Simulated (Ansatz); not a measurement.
CoO:

```
CELL_PARAMETERS angstrom
1.50547 0.86918 2.43993
-1.50547 0.86918 2.43993
0.00000 -1.73837 2.43993
ATOMIC_POSITIONS crystal
Co 0.00000 0.00000 0.00000
O 0.50000 0.50000 0.50000
```

The cell is a database's computed one.

Base run:

- Program: Ansatz 0.2.0
- Functional: PBE
- Potentials or basis: Ansatz PAW
- Cutoff: 420 eV (not typed: the program's choice for these potentials)
- k mesh: 9 × 9 × 9
- Occupations: fermi-dirac, width 0.05 eV
- Spin: collinear spin, ferromagnetic start
- Starting moments: [1.5, 0.0] μB
- Fixed moment: 1.5 μB

Its results: pressure -10.9 GPa; site moments Co +1.40; O +0.01 μB.

Problem. The run is repeated on the same cell with these changes: fixed moment from 1.5 μB to 1 μB; moments at the start from [1.5, 0.0] to [1.0, 0.0]. What comes out?

Solution. Pressure -13.9 GPa; site moments Co +0.96; O -0.03 μB.

Caveats: the total moment is fixed, so each spin has its own Fermi level; a cell with one magnetic atom can't hold antiferromagnetic order, which such compounds often take; the thresholds are loose for stress.
